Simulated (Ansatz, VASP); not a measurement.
NaCl in VASP and in Ansatz

Contents of INCAR:

```
SYSTEM = NaCl
ALGO = Normal
EDIFF = 1E-6
ENCUT = 520
GGA = RE
ISIF = 2
ISMEAR = -1
LASPH = .TRUE.
LCHARG = .TRUE.
LELF = .TRUE.
LREAL = .FALSE.
LVHAR = .TRUE.
LWAVE = .FALSE.
NBANDS = 14
NELM = 60
PREC = Accurate
SIGMA = 0.05
```

KPOINTS

```
k-points
0
G
  8 8 8
  0 0 0
```

POSCAR

```
NaCl
1.0
    0.0000000000      2.7940632177      2.7940632177
    2.7940632177      0.0000000000      2.7940632177
    2.7940632177      2.7940632177      0.0000000000
Cl Na
1 1
Direct
    0.5000000000      0.5000000000      0.5000000000
    0.0000000000      0.0000000000      0.0000000000
```

input.yaml

```yaml
crystal:
  lattice:
    - [0.0, 2.7940632177, 2.7940632177]
    - [2.7940632177, 0.0, 2.7940632177]
    - [2.7940632177, 2.7940632177, 0.0]
  atoms:
    - { symbol: Cl, position: [0.5, 0.5, 0.5] }
    - { symbol: Na, position: [0.0, 0.0, 0.0] }
kpoints:
  mp_grid: { grid: [8, 8, 8] }
  band_path:
    path:
      - [0.0, 0.0, 0.0]
      - [0.5, 0.0, 0.5]
      - [0.5, 0.25, 0.75]
      - [0.375, 0.375, 0.75]
      - [0.0, 0.0, 0.0]
      - [0.5, 0.5, 0.5]
      - [0.625, 0.25, 0.625]
      - [0.5, 0.25, 0.75]
    npoints: 10
scf:
  occupations: { method: fermi_dirac, width: 0.05 }
hamiltonian:
  xc: revpbe
  pseudopotentials: { kind: all_electron, lapw: { basis_error: 0.001 } }
output:
  forces: true
  stress: true
  eigenvalues: true
```

The cell is a database's computed one.

Alike in both runs: functional revPBE; k mesh 8 × 8 × 8; occupations fermi-dirac, width 0.05 eV; no spin polarisation.

|  | VASP | Ansatz |
| --- | --- | --- |
| version | VASP 6.6.1 | Ansatz 0.2.0 |
| potentials or method | VASP PAW PBE potentials, release 64 (Cl, Na_pv) | all-electron LAPW, scalar-relativistic |
| plane-wave cutoff (eV) | 520 | see its input |
| task | single point | band structure |

Ansatz gave:

| Quantity | Value |
| --- | --- |
| gap on the k mesh at the Fermi level (eV) | 5.49 |
| least direct gap on the mesh (eV) | 5.49 |
| pressure (GPa) | 3.3 |

Q: What did VASP give for the same quantities?

A: gap on the k mesh at the Fermi level (eV): 5.49; least direct gap on the mesh (eV): 5.49; pressure (GPa): 3.2.

Ansatz ran all-electron here, so the differences hold the error of VASP's frozen core and of both bases.

Caveats: the PAW data sets were made with another functional, which shifts forces and pressure a little (VASP). A k mesh can miss the band edges. revPBE gaps usually lie below the measured ones, often by a third to a half.
